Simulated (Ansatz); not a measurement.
Pressure series in KCl

Start from KCl in the rock salt structure (space group Fm-3m, No. 225).

```cif
data_Cl4K4
_chemical_formula_sum 'Cl4 K4'
_space_group_name_H-M_alt 'Fm-3m'
_space_group_IT_number 225
_space_group_name_Hall '-F 4 2 3'
_cell_length_a 6.38117
_cell_length_b 6.38117
_cell_length_c 6.38117
_cell_angle_alpha 90.000
_cell_angle_beta 90.000
_cell_angle_gamma 90.000
loop_
_atom_site_label
_atom_site_type_symbol
_atom_site_symmetry_multiplicity
_atom_site_Wyckoff_symbol
_atom_site_fract_x
_atom_site_fract_y
_atom_site_fract_z
_atom_site_occupancy
Cl1 Cl 4 a 0.00000 0.00000 0.00000 1
K1 K 4 b 0.50000 0.50000 0.50000 1
```
(The calculation used a cell of 2 atoms; values per cell refer to that cell.)

Cell and atoms are relaxed at each pressure.

All numbers come from PBE in Ansatz (plane waves to 420 eV, PAW, spin-orbit coupling left out).

```tsv
variant	volume per atom	electron mass
base	32.48 Å³	0.45 mₑ (at Γ)
pressure −2 GPa	39.47 Å³	0.49 mₑ (at Γ)
pressure −1 GPa	34.94 Å³	0.47 mₑ (at Γ)
pressure 0.3 GPa	31.91 Å³	0.45 mₑ (at Γ)
pressure 0.7 GPa	31.23 Å³	0.45 mₑ (at Γ)
pressure 1.5 GPa	30.09 Å³	0.44 mₑ (at Γ)
pressure 3 GPa	28.42 Å³	0.43 mₑ (at Γ)
pressure 5 GPa	26.78 Å³	0.42 mₑ (at Γ)
pressure 7.5 GPa	25.27 Å³	0.42 mₑ (at Γ)
pressure 10 GPa	24.10 Å³	1.2 mₑ along k, 0.45 mₑ across (at X)
```

The levels and masses belong to the bands next to the band gap. Load acts through the strain it causes; cell and atoms are relaxed under it. Masses are band curvatures over ±0.01 Å⁻¹ around the edge. Along k means along the line from Γ to the band edge. No phonon test of stability was made. Competing high-pressure phases were not computed.

Ansatz is an electronic-structure program.
